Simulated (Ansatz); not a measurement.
# CuI (Marshite): the cost of one run

Program: Ansatz 0.2.0, driven from Python. The levels of theory stand in the script. These are calculated values, not measurements.

**1. The structure**

The structure is tetragonal, space group P4/nmm (No. 129). The conventional cell has a = 4.023 Å, b = 4.023 Å, c = 5.651 Å, α = 90.00°, β = 90.00°, γ = 90.00°. Cu (site symmetry -4m2) has 4 I at 2.60 Å and 4 Cu at 2.84 Å as nearest neighbours. I (site symmetry 4mm) is surrounded by 4 Cu at 2.60 Å.

Input file cui.cif:

```cif
data_CuI
_cell_length_a 4.022900
_cell_length_b 4.022900
_cell_length_c 5.650600
_cell_angle_alpha 90.00000
_cell_angle_beta 90.00000
_cell_angle_gamma 90.00000
_symmetry_space_group_name_H-M 'P 1'
_symmetry_Int_Tables_number 1
loop_
_symmetry_equiv_pos_as_xyz
'x, y, z'
loop_
_atom_site_label
_atom_site_type_symbol
_atom_site_fract_x
_atom_site_fract_y
_atom_site_fract_z
Cu1 Cu    0.000000    0.000000    0.000000
Cu2 Cu    0.500000    0.500000    0.000000
I3 I    0.000000    0.500000    0.291300
I4 I    0.500000    0.000000    0.708700
```

**2. Script**

File lattice.py:

```python
"""How the lattice of CuI depends on the functional."""

import warnings

import ansatz
from ase.io import read
import numpy as np

def edges_and_angles(cell):
    cell = np.asarray(cell)
    a, b, c = np.linalg.norm(cell, axis=1)
    cosines = cell[1] @ cell[2] / (b * c), cell[0] @ cell[2] / (a * c), cell[0] @ cell[1] / (a * b)
    return (a, b, c, *np.degrees(np.arccos(cosines)))

warnings.simplefilter("ignore", ansatz.DeckWarning)

atoms = read("cui.cif")
structure = ansatz.Crystal.from_ase(atoms)

job = (
    structure.calculation()
    .kpoints(6, 6, 4)
    .occupations("Fixed")
    .relax(cell=True, max_steps=40)
)

levels = [("pbesol", "d3bj"), ("lda", "none"), ("pbesol", "none")]
print("level            a       b       c    alpha   beta  gamma  V/atom  steps")
for name, dispersion in levels:
    seen = []
    run = job.functional(name, dispersion=dispersion).session().plan()
    result = run.execute(on_event=lambda e: seen.append(e) if e["event"] == "relax_step" else None)
    cell = result.lattice.cell_ang
    label = name if dispersion == "none" else f"{name}+{dispersion}"
    print("{:13s} {:7.4f} {:7.4f} {:7.4f} {:6.2f} {:6.2f} {:6.2f}".format(label, *edges_and_angles(cell)), f"{abs(np.linalg.det(cell)) / len(result.lattice.sites):7.3f} {len(seen):5d}")
```

**3. The input behind the calls**

The package turns the script's settings into the engine's input (first run):

```yaml
crystal:
  lattice:
    - [4.0229, 0.0, 0.0]
    - [0.0, 4.0229, 0.0]
    - [0.0, 0.0, 5.6506]
  atoms:
    - { symbol: Cu, position: [0.0, 0.0, 0.0] }
    - { symbol: Cu, position: [0.5, 0.5, 0.0] }
    - { symbol: I, position: [0.0, 0.5, 0.2913] }
    - { symbol: I, position: [0.5, 0.0, 0.7087000000000001] }
kpoints:
  mp_grid:
    grid: [6, 6, 4]
hamiltonian:
  xc: pbesol
  dispersion: d3bj
scf:
  occupations:
    method: fixed
relax:
  max_steps: 40
  cell: {}
```

**4. Running it**

The run is started by

```sh
python lattice.py
```

**Question.** How long does this script take on 1 thread of Arm Neoverse V2, shared host, and how much memory does it need?

About 2.4 min, with a peak of 0.57 GiB.
